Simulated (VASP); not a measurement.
Wanted: the native input for a VASP 6.6.1 run.

| Property | Result |
| --- | --- |
| Task | single point |
| Functional | LDA |
| Potentials or basis | VASP PAW LDA potentials, release 64 (Mg, S) |
| Cutoff | 520 eV |
| k mesh | 8 × 8 × 8 |
| Occupations | gaussian, width 0.05 eV |
| Spin | no spin polarisation |
| Dipole correction | no |
| Further INCAR settings | ALGO = Normal; EDIFF = 1e-06; NBANDS = 11 |

The structure of MgS lies in POSCAR:

```
MgS
1.0
    0.0000000000      2.8331200468      2.8331200468
    2.8331200468      0.0000000000      2.8331200468
    2.8331200468      2.8331200468      0.0000000000
Mg S
1 1
Direct
   -0.0352967747      0.0352967747     -0.0352967747
    0.7500000000      0.7500000000      0.7500000000
```

The cell comes from a database or a generator and needn't be the stable form of this composition.

The cell isn't the ideal one: atom 1 (Mg) moved by (-0.200, +0.000) A along y and z.

The input as run:

INCAR

```
SYSTEM = MgS
PREC = Accurate
ENCUT = 520
EDIFF = 1E-6
ISMEAR = 0
SIGMA = 0.05
LREAL = .False.
LASPH = .True.
NELM = 100
ALGO = Normal
ISIF = 2
LWAVE = .False.
LCHARG = .True.
GGA = CA
LELF = .True.
LVHAR = .True.
NBANDS = 11
```

KPOINTS

```
regular mesh
0
Gamma
  8 8 8
  0 0 0
```

Potentials or basis: VASP PAW LDA potentials, release 64 (Mg, S).

Run with:

```console
$ cat potpaw_LDA.64/Mg/POTCAR potpaw_LDA.64/S/POTCAR > POTCAR
$ mpirun -np 1 vasp_std > vasp.out
```

Results of the run:

```json
{
 "Pressure": "-1.6 GPa",
 "Largest force": "1.040 eV/Å",
 "Band gap on the k mesh": "2.94 eV, direct"
}
```

Caveat: forces of over 1 eV/Å show positions far from the minimum, so gaps and moduli don't describe the material at rest.

Run time: 21 s on 1 thread of Intel(R) Xeon(R) 6975P-C (Granite Rapids), on a shared host, peak memory 0.18 GiB.
